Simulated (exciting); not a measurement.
SnTe:

```
Te Sn
1.0
     0.00000    3.61115    3.61115
     3.61115    0.00000    3.61115
     3.61115    3.61115    0.00000
Te Sn
1 1
Cartesian
  5.4167 5.4167 5.4167
  0.0000 0.0000 0.0000
```

Measurements of this composition are mostly on another form, of space group No. 225.

Base run:

- Program: exciting (release sodium)
- Functional: PBE
- Potentials or basis: all-electron LAPW+lo, shipped species files, valence relativity iora*
- rgkmax: 9
- k mesh: 7 × 7 × 7
- Occupations: gaussian, width 0.05 eV
- Spin: no spin polarisation

Its results: band gap on the k mesh 0.34 eV, indirect (least direct gap 0.83 eV).

**Question.** The run is repeated on the same cell with these changes: functional from PBE to RPBE. What comes out?

**Answer.** Band gap on the k mesh 0.42 eV, indirect (least direct gap 0.90 eV).

Caveats: spin-orbit coupling is left out, which moves the levels of the heavy elements; an odd mesh through Γ misses points on the zone boundary, where band edges often lie.
